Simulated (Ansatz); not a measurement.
The system is BaZrO3.

```
Ba Zr O
1.0
     4.19134    0.00000    0.00000
     0.00000    4.19134    0.00000
     0.00000    0.00000    4.19134
Ba Zr O
1 1 3
Direct
  0.00000 0.00000 0.00000
  0.50000 0.50000 0.50000
  0.50000 0.50000 0.00000
  0.50000 0.00000 0.50000
  0.00000 0.50000 0.50000
```

```yaml
Program: Ansatz 0.2.0
Task: relaxation of cell and atoms
Functional: PBE
Potentials_or_basis: Ansatz PAW
Cutoff: "420 eV (not typed: the program's choice for these potentials)"
k_mesh: 6 × 6 × 6
Occupations: fermi-dirac, width 0.05 eV
Spin: no spin polarisation
```

At the start: volume 14.73 Å³/atom.

Task: Where does the relaxation end?

Result: It ends after 7 steps and the volume is 15.11 Å³/atom (+2.6 %); space group Pm-3m (No. 221, to 0.05 Å).

The path:
```tsv
step	energy change (eV)	largest force (eV/Å)	volume (Å³)
1	0.0000	0.0000	73.63
2	-0.0082	0.0000	76.43
3	-0.0169	0.0000	75.50
4	-0.0171	0.0000	75.47
5	-0.0238	0.0000	75.47
6	-0.0237	0.0000	75.53
7	-0.0238	0.0000	75.53
```

Final structure:
```
Ba Zr O
1.0
     4.22716    0.00000    0.00000
     0.00000    4.22716    0.00000
     0.00000    0.00000    4.22716
Ba Zr O
1 1 3
Cartesian
  0.0000 0.0000 0.0000
  2.1136 2.1136 2.1136
  2.1136 2.1136 0.0000
  2.1136 0.0000 2.1136
  0.0000 2.1136 2.1136
```

Caveat: the plane-wave basis is chosen anew once the cell has moved, so the energies of steps on either side of that aren't comparable; the pressure holds a Pulay correction of +0.5 GPa for the finite cutoff.
